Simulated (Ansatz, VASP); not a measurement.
**Sb in VASP and in Ansatz**

```
Sb
1.0
     3.03360    0.00000    0.00000
     0.00000    3.03360    0.00000
     0.00000    0.00000    3.16000
Sb
1
Direct
  0.00000 0.00000 0.00000
```

Change from the starting cell: strain -0.040 along x and y, +0.000 along z, atoms carried along.

Alike in both runs: task single point; functional PBEsol; k mesh 16 × 16 × 16; occupations gaussian, width 0.15 eV; no spin polarisation.

|  | VASP | Ansatz |
| --- | --- | --- |
| version | VASP 6.6.1 | Ansatz 0.2.0 |
| potentials or method | VASP PAW PBE potentials, release 64 (Sb) | scalar-relativistic, plane waves, PAW |
| plane-wave cutoff (eV) | 520 | 420 |
| valence electrons in the cell | 5 | 15 |

```tsv
	VASP	Ansatz	Ansatz less VASP
gap on the k mesh at the Fermi level (eV)	none	none	-
pressure (GPa)	-0.5	-0.7	-0.12
largest component of the traceless stress (GPa)	3.43	3.38	-0.044
```

A gap of «none» marks a metal or a gap that the smearing closes. The two sets of potentials don't hold the same shells in valence.

Caveats: the PAW data sets were made with another functional, which shifts forces and pressure a little (VASP). Spin-orbit coupling is left out, which matters for the levels of Sb.
